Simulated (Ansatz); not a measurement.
## RbBr under changes of volume

One of the cells (40.248 Å³/atom); the others are scaled copies at fixed shape and fractional positions:

```xyz
2
Lattice="0.0000 3.4270 3.4270 3.4270 0.0000 3.4270 3.4270 3.4270 0.0000" Properties=species:S:1:pos:R:3 pbc="T T T"
Rb    0.0000    0.0000    0.0000
Br    3.4270    3.4270    3.4270
```

```yaml
Program: Ansatz 0.2.0
Functional: LDA
Potentials_or_basis: Ansatz PAW
Cutoff: "420 eV (not typed: the program's choice for these potentials)"
k_mesh: 7 × 7 × 7
Occupations: fermi-dirac, width 0.05 eV
Spin: no spin polarisation
```

```csv
volume (Å³/atom),energy over the lowest point (meV/atom),pressure (GPa),gap on the mesh (eV)
37.833,0.00,-0.4,4.10
38.638,2.67,-0.7,4.05
39.443,6.88,-1.0,4.00
40.248,12.44,-1.2,3.95
41.053,19.19,-1.4,3.90
41.858,?,?,?
42.663,35.61,-1.8,3.82
```

Question: What does the run at 41.858 Å³/atom give?

Answer: Energy over the lowest point 26.95 meV/atom; pressure -1.6 GPa; gap on the mesh 3.86 eV.

Worked out: A Birch-Murnaghan fit of order 3 (a polynomial in V^(-2/3)) to the other rows has its minimum at 37.06 Å³/atom, just outside them, with B0 = V·E''(V) = 18.5 GPa and B' = 5.2. It gives 26.95 meV/atom at 41.858 Å³/atom, against the run's 26.95, and -dE/dV = -1.6 GPa, against -1.6. A straight line through the other rows of the gap, of slope -2.36 eV per unit of ln V (its deformation potential), gives 3.86 eV, against the run's 3.86.

Energies are extrapolated to zero smearing.

Caveats: odd divisions of the mesh miss points on the zone boundary, where band edges often lie, so the gap on the mesh can be too wide; the PAW data sets come from PBE, with cores solved anew for the run's functional, which leaves a small shift of forces and pressure.

Spin-orbit coupling on Br, Rb is left out.
